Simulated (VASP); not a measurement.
Write the native input for VASP 6.6.1 that does the following.

* Task: single point
* Functional: r2SCAN
* Potentials or basis: VASP PAW PBE potentials, release 64 (Hf_pv, Si)
* Cutoff: 520 eV
* k mesh: 5 × 5 × 4, shifted
* Occupations: fermi-dirac, width 0.1 eV
* Spin: no spin polarisation
* Dipole correction: no
* Further INCAR settings: ALGO = Normal; EDIFF = 1e-07

The system is HfSi3.

```
Hf Si
1.0
     0.01379    3.86128   -0.02462
     3.81197    0.01379    0.00328
     1.90907    1.96619   -4.50530
Hf Si
1 3
Direct
  0.05238 0.95776 0.98510
  0.41461 0.49646 0.06706
  0.74029 0.33121 0.46021
  0.24896 0.75611 0.51521
```

The cell was built by a generator and needn't be a form met in nature.

The input as run:

POSCAR

```
HfSi3
1.0
    0.0137935400      3.8612813000     -0.0246206600
    3.8119698700      0.0137935400      0.0032763900
    1.9090687400      1.9661859800     -4.5053014200
Hf Si
1 3
Direct
    0.0523840000      0.9577620000      0.9851030000
    0.4146110000      0.4964600000      0.0670570000
    0.7402920000      0.3312150000      0.4602060000
    0.2489610000      0.7561100000      0.5152130000
```

INCAR.step1

```
PREC = Accurate
ENCUT = 520
ISMEAR = -5
SIGMA = 0.1
LREAL = False
LASPH = True
NELM = 100
LMAXMIX = 4
GGA = PE
ALGO = Normal
EDIFF = 1E-4
LWAVE = True
LCHARG = False
```

INCAR.step2

```
PREC = Accurate
ENCUT = 520
EDIFF = 1E-7
ISMEAR = -1
SIGMA = 0.1
LREAL = False
LASPH = True
NELM = 100
ALGO = Normal
ISIF = 2
LWAVE = False
LCHARG = False
LMAXMIX = 4
METAGGA = R2SCAN
LMIXTAU = True
LORBIT = 11
ISTART = 1
```

KPOINTS

```
Automatic mesh
0
Gamma
  5 5 4
  0.5 0 0
```

Potentials or basis: VASP PAW PBE potentials, release 64 (Hf_pv, Si).

Command:

```sh
$ cat potpaw_PBE.64/Hf_pv/POTCAR potpaw_PBE.64/Si/POTCAR > POTCAR
$ cp INCAR.step1 INCAR
$ mpirun -np 1 vasp_std > vasp.out
$ cp INCAR.step2 INCAR
$ mpirun -np 1 vasp_std > vasp.out
```

Results of the run:

```
Pressure                                              : 4.2 GPa
Largest force                                         : 5.781 eV/Å
Band gap on the k mesh                                : none (metal or under the smearing width)
Valence electrons inside the program's atomic spheres : Hf 8.60; Si 1.72, 1.60, 1.59
```

Caveat: the PAW data sets were made with another functional, which shifts forces and pressure a little.

Run time: 4.7 min on 1 thread of AMD EPYC 7R43 64-Core Processor (Zen 3) (shared host), peak memory 0.18 GiB.
